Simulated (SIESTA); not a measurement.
Slab: WS2, a slab with vacuum.

```
S W
1.0
     3.15800    0.00000    0.00000
    -1.57900    2.73491    0.00000
     0.00000    0.00000   24.29369
S W
4 2
Direct
  0.33333 0.66667 0.30872
  0.33333 0.66667 0.43758
  0.00000 0.00000 0.56242
  0.00000 0.00000 0.69128
  0.66667 0.33333 0.37392
  0.33333 0.66667 0.62762
```

Base run:

- Program: SIESTA 5.4.2
- Functional: PBE
- Potentials or basis: PseudoDojo 0.4 standard (PBE files)
- Basis: DZDP (energy shift 0.003 Ry; two zetas on semicore shells)
- Grid cutoff: 800 Ry
- Energy shift: 0.003 Ry
- k mesh: 7 × 7 × 1
- Occupations: fermi-dirac, width 0.05 eV
- Spin: no spin polarisation

Its results: band gap on the k mesh 1.57 eV, indirect (least direct gap 2.50 eV); largest force 1.134 eV/Å.

Q: The run is repeated on the same cell with these changes: basis from DZDP (energy shift 0.003 Ry; two zetas on semicore shells) to SZP (energy shift 0.003 Ry). What comes out?

A: Band gap on the k mesh 1.64 eV, indirect (least direct gap 2.53 eV); largest force 1.326 eV/Å.

Caveats: spin-orbit coupling is left out, which moves the levels of the heavy elements; the basis of atomic orbitals isn't converged, which shifts pressures, moduli and gaps.

A k mesh can miss the band edges.
